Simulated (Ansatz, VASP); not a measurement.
## Two plane-wave programs on Ru

The input INCAR:

```
SYSTEM = Ru
ALGO = Fast
EDIFF = 1E-7
ENCUT = 520
GGA = PE
ISIF = 2
ISMEAR = 0
LASPH = .True.
LCHARG = .False.
LREAL = .False.
LWAVE = .False.
NBANDS = 13
NELM = 100
PREC = Accurate
SIGMA = 0.15
```

File KPOINTS:

```
k-points
0
Gamma
  22 22 22
  0 0 0
```

POSCAR

```
Ru
1.0
    0.0000000000      1.9050840393      1.9050840393
    1.9050840393      0.0000000000      1.9050840393
    1.9050840393      1.9050840393      0.0000000000
Ru
1
Direct
    0.0000000000      0.0000000000      0.0000000000
```

Input for Ansatz:

```yaml
crystal:
  lattice:
    - [0.0, 1.9050840393, 1.9050840393]
    - [1.9050840393, 0.0, 1.9050840393]
    - [1.9050840393, 1.9050840393, 0.0]
  atoms:
    - { symbol: Ru, position: [0.0, 0.0, 0.0] }
basis:
  ecutwfc: 420
kpoints:
  mp_grid: { grid: [22, 22, 22] }
hamiltonian:
  xc: pbe
scf:
  occupations: { method: gaussian, width: 0.15 }
output:
  forces: true
  stress: true
  eigenvalues: true
  write_density: true
  write_potential: true
  elf: true
  volumetric_format: npy
```

This isn't the form of Ru at room conditions, which is hcp.

Alike in both runs: task single point; functional PBE; k mesh 22 × 22 × 22; occupations gaussian, width 0.15 eV; no spin polarisation.

```csv
,VASP,Ansatz
version,VASP 6.6.1,Ansatz 0.2.0
potentials or method,"VASP PAW PBE potentials, release 64 (Ru_pv)","scalar-relativistic, plane waves, PAW"
plane-wave cutoff (eV),520,420
valence electrons in the cell,14,16
```

```csv
,VASP,Ansatz,Ansatz less VASP
gap on the k mesh at the Fermi level (eV),none,none,-
pressure (GPa),0.0,0.1,+0.11
```

A gap of «none» marks a metal or a gap that the smearing closes. The functional is the same, so the differences come from potentials, cutoffs and numerics. The two sets of potentials don't hold the same shells in valence.
